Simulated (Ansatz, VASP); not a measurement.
**One calculation of PbSe, two programs**

File INCAR:

```
SYSTEM = PbSe
PREC = Accurate
ENCUT = 520
EDIFF = 1E-6
ISMEAR = 0
SIGMA = 0.01
LREAL = .FALSE.
LASPH = .TRUE.
NELM = 60
ALGO = Normal
ISIF = 2
LWAVE = .FALSE.
LCHARG = .FALSE.
GGA = PE
NBANDS = 17
```

KPOINTS

```
regular mesh
0
G
  10 10 10
  0 0 0
```

POSCAR

```
PbSe
1.0
    0.0000000000      3.0454781541      3.0454781541
    3.0454781541      0.0000000000      3.0454781541
    3.0454781541      3.0454781541      0.0000000000
Pb Se
1 1
Direct
    0.0000000000      0.0000000000      0.0000000000
    0.5000000000      0.5000000000      0.5000000000
```

Input for Ansatz:

```yaml
crystal:
  lattice:
    - [0.0, 3.0454781541, 3.0454781541]
    - [3.0454781541, 0.0, 3.0454781541]
    - [3.0454781541, 3.0454781541, 0.0]
  atoms:
    - { symbol: Pb, position: [0.0, 0.0, 0.0] }
    - { symbol: Se, position: [0.5, 0.5, 0.5] }
basis:
  ecutwfc: 420
kpoints:
  mp_grid: { grid: [10, 10, 10] }
hamiltonian:
  xc: pbe
scf:
  occupations: { method: gaussian, width: 0.01 }
output:
  forces: true
  stress: true
  eigenvalues: true
```

Alike in both runs: task single point; functional PBE; k mesh 10 × 10 × 10; occupations gaussian, width 0.01 eV; no spin polarisation.

|  | VASP | Ansatz |
| --- | --- | --- |
| version | VASP 6.6.1 | Ansatz 0.2.0 |
| potentials or method | VASP PAW PBE potentials, release 64 (Pb_d, Se) | scalar-relativistic, plane waves, PAW |
| plane-wave cutoff (eV) | 520 | 420 |
| valence electrons in the cell | 20 | 30 |

Ansatz gave:

| Item | Value |
| --- | --- |
| gap on the k mesh at the Fermi level (eV) | 0.23 |
| least direct gap on the mesh (eV) | 0.23 |
| pressure (GPa) | 3.3 |

Problem. What did VASP give for the same quantities?

Solution. gap on the k mesh at the Fermi level (eV): 0.24; least direct gap on the mesh (eV): 0.24; pressure (GPa): 3.3.

The functional is the same, so the differences come from potentials, cutoffs and numerics. The two sets of potentials don't hold the same shells in valence.

Caveats: spin-orbit coupling is left out, which as a rule narrows the gap of such compounds by several tenths of an eV.
